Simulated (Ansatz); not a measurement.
# CsRe3: the cost of one run

Program: Ansatz 0.2.0. Level of theory: DFT PBE, scalar-relativistic, plane waves, PAW. These are calculated values, not measurements.

1 further run of the same task is left out (it didn't finish).

## 1. The system as given

Symmetry: P6/mmm, No. 191, hexagonal system. The conventional cell has a = 4.663 Å, b = 4.663 Å, c = 4.921 Å, α = 90.00°, β = 90.00°, γ = 120.00°. Cs (site symmetry 6/mmm) has 8 Re at 2.46 to 2.69 Å as nearest neighbours. Re (site symmetry 6/mmm) is surrounded by 2 Cs at 2.46 Å. Re (site symmetry -6m2) has 3 Cs at 2.69 Å and 3 Re at 2.69 Å as nearest neighbours.

As a file:

```xyz
4
Lattice="4.6628 0.0000 0.0000 -2.3314 4.0381 0.0000 0.0000 0.0000 4.9211" Properties=species:S:1:pos:R:3 pbc="T T T"
Cs    0.0000    0.0000    0.0000
Re    0.0000    0.0000    2.4606
Re    0.0000    2.6921    0.0000
Re    2.3314    1.3460    0.0000
```

This is candidate A: anti-Li3N type (P6/mmm, No. 191).

(A quick probe on a coarse mesh, which set the mesh and smearing, is not shown.)

## 3. The relaxation (candidate A)

Contents of input.yaml:

```yaml
crystal:
  lattice:
    - [4.662844748, 0.0, 0.0]
    - [-2.331422374, 4.0381420057, 0.0]
    - [0.0, 0.0, 4.9211487631]
  atoms:
    - { symbol: Cs, position: [0.0, 0.0, 0.0] }
    - { symbol: Re, position: [0.0, 0.0, 0.5] }
    - { symbol: Re, position: [0.3333333333, 0.6666666667, 0.0] }
    - { symbol: Re, position: [0.6666666667, 0.3333333333, 0.0] }
basis:
  ecutwfc: 420
kpoints:
  mp_grid: { grid: [12, 12, 10] }
hamiltonian:
  xc: pbe
scf:
  occupations: { method: gaussian, width: 0.1 }
output:
  forces: true
  stress: true
  eigenvalues: true
relax:
  adjacent_minimum: "off"
  f_tol: 0.01
  max_steps: 80
  cell: { stress_tol: 0.05 }
```

The run is started by

```
$ ansatz run input.yaml --threads 1 --pin off --max-ram 2560MiB --backend cpu --events-out ev --progress --plain --runs-dir out
```

Q: Estimate wall time and peak memory on 1 thread of Intel Xeon 6975P-C (Granite Rapids), shared host.

About 61 s, with a peak of 0.58 GiB.
